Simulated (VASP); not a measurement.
Crystal: CdS (Hawleyite).

```
CELL_PARAMETERS angstrom
0.00000 2.91764 2.91764
2.91764 0.00000 2.91764
2.91764 2.91764 0.00000
ATOMIC_POSITIONS crystal
Cd 0.00000 0.00000 0.00000
S 0.25000 0.25000 0.25000
```

Base run:

| Property | Result |
| --- | --- |
| Program | VASP 6.6.1 |
| Functional | HSE06 |
| Potentials or basis | VASP PAW PBE potentials, release 64 (Cd, S) |
| Cutoff | 520 eV |
| k mesh | 8 × 8 × 8 |
| Occupations | gaussian, width 0.03 eV |
| Spin | no spin polarisation |

Its results: band gap on the k mesh 2.18 eV, direct; pressure 1.9 GPa.

The run is repeated on the same cell with these changes: functional from HSE06 to PBE0. What comes out?

Band gap on the k mesh 2.80 eV, direct; pressure 1.8 GPa.

Caveats: the PAW data sets were made with another functional, which shifts forces and pressure a little.
